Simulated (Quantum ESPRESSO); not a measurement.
BN under changes of volume

One of the cells (5.959 Å³/atom); the others are scaled copies at fixed shape and fractional positions:

```
N B
1.0
     0.00000    1.81300    1.81300
     1.81300    0.00000    1.81300
     1.81300    1.81300    0.00000
N B
1 1
Direct
  0.25000 0.25000 0.25000
  0.00000 0.00000 0.00000
```

The cell is a database's computed one.

| Item | Value |
| --- | --- |
| Program | Quantum ESPRESSO 7.5 |
| Functional | r2SCAN |
| Potentials or basis | SG15 PBE 1.2 |
| Cutoff | 1197 eV |
| Density cutoff | 4789 eV |
| k mesh | 10 × 10 × 10 |
| Occupations | fermi-dirac, width 0.05 eV |
| Spin | no spin polarisation |

```tsv
volume (Å³/atom)	energy over the lowest point (meV/atom)	pressure (GPa)	gap on the mesh (eV)
5.602	?	?	?
5.721	4.57	10.4	5.03
5.840	0.00	2.0	5.00
5.959	1.38	-5.6	4.97
6.078	8.18	-12.6	4.94
6.198	19.91	-18.9	4.91
6.317	36.12	-24.6	4.88
```

**Question.** What does the run at 5.602 Å³/atom give?

**Answer.** Energy over the lowest point 15.68 meV/atom; pressure 19.6 GPa; gap on the mesh 5.06 eV.

Worked out: A Birch-Murnaghan fit of order 3 (a polynomial in V^(-2/3)) to the other rows has its minimum at 5.87 Å³/atom with B0 = V·E''(V) = 384 GPa and B' = 3.7. It gives 15.64 meV/atom at 5.602 Å³/atom, against the run's 15.68, and -dE/dV = 19.6 GPa, against 19.6. A straight line through the other rows of the gap, of slope -1.51 eV per unit of ln V, extrapolates to 5.06 eV, against the run's 5.06.

Energies are extrapolated to zero smearing.

Caveats: the potentials were made for another functional, which shifts forces and pressure.

A mesh can miss the band edges.
